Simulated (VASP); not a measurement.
# From an Ansatz input to VASP: SiC (distorted ordered alloy on diamond lattice)

Ansatz input

```yaml
crystal:
  lattice:
    - [1.5169, 0.9247, 5.2654]
    - [-1.5762, 0.9278, 5.282]
    - [-0.0269, -1.787, 5.2627]
  atoms:
    - { symbol: C, position: [0.3996, 0.5259, 0.4442] }
    - { symbol: Si, position: [0.8958, 0.8749, 0.9959] }
    - { symbol: Si, position: [0.1045, 0.1055, 0.0519] }
    - { symbol: C, position: [0.52, 0.5907, 0.5693] }
kpoints:
  mp_grid: { grid: [8, 8, 8] }
hamiltonian:
  xc: pbe
scf:
  occupations: { method: fermi_dirac, width: 0.02 }
  n_extra_bands: 5
output:
  forces: true
  stress: true
  eigenvalues: true
```

Question: Which VASP files do the same job?

Answer: 

INCAR

```
NSW = 0
NELM = 120
ISMEAR = -1
NBANDS = 16
PREC = Accurate
EDIFF = 1E-7
ISIF = 2
ENCUT = 520
LREAL = .FALSE.
LCHARG = .TRUE.
SIGMA = 0.02
LASPH = .TRUE.
IBRION = -1
GGA = PE
LWAVE = .FALSE.
LELF = .TRUE.
```

KPOINTS

```
KPOINTS created by Atomic Simulation Environment
0
Gamma
8 8 8
0 0 0
```

POSCAR

```
C  Si
 1.0000000000000000
     1.5168999999999999    0.9247000000000000    5.2653999999999996
    -1.5762000000000000    0.9278000000000000    5.2820000000000000
    -0.0269000000000000   -1.7869999999999999    5.2626999999999997
 C   Si
   2   2
Cartesian
 -0.2347193200000000  0.0636547400000001  7.2195489799999999
 -0.1575875100000001  0.0115563600000000  8.8541405100000006
 -0.0469680700000000 -0.1395948200000000 14.5790900499999996
 -0.0091691600000000  0.1017687500000000  1.3806194300000001
```

VASP ran with the recommended PBE PAW datasets (16 valence electrons in the cell). Other inputs would serve too.

|  | Ansatz | VASP |
| --- | --- | --- |
| gap between bands v and c on the k mesh | 0.38 eV | 0.38 eV |
| least direct gap on the k mesh | 0.98 eV | 0.99 eV |
| pressure | 11.6 GPa | 11.5 GPa |
| largest force | 7.11 eV/Å | 7.11 eV/Å |

Datasets and cutoffs are each program's own. VASP's cell holds 16 valence electrons and Ansatz's 16. Ansatz's stress includes a Pulay correction; VASP's doesn't.
